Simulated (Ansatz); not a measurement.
# Sr: which structure is lowest?

All numbers below come from Ansatz 0.2.0, DFT, revPBE, plane waves (420 eV) with PAW, scalar-relativistic. The PAW files were generated under PBE, with cores re-solved for the functional.

Each structure is relaxed within its own symmetry, so a high-lying one may be dynamically unstable.

```
        structure  ΔE (meV/atom)  V (Å³/atom)                                     cell     magnetic state
              fcc              0        57.64                              a = 6.132 Å  spin not included
             dhcp              2        57.76  a = 4.336 Å, c = 14.193 Å (c/a = 3.274)  spin not included
              hcp              4        57.93   a = 4.338 Å, c = 7.110 Å (c/a = 1.639)  spin not included
              bcc             11        57.07                              a = 4.851 Å  spin not included
              A15             34        58.12                              a = 7.747 Å  spin not included
omega (AlB2-type)             53        58.18   a = 6.955 Å, c = 4.167 Å (c/a = 0.599)  spin not included
     beta-Sn type            257        59.19   a = 7.605 Å, c = 4.094 Å (c/a = 0.538)  spin not included
     simple cubic            388        61.44                              a = 3.946 Å  spin not included
          diamond            913       117.49                              a = 9.795 Å  spin not included
```

ΔE counts from fcc.

Differences under about 8 meV lie within the error of the k-point mesh.
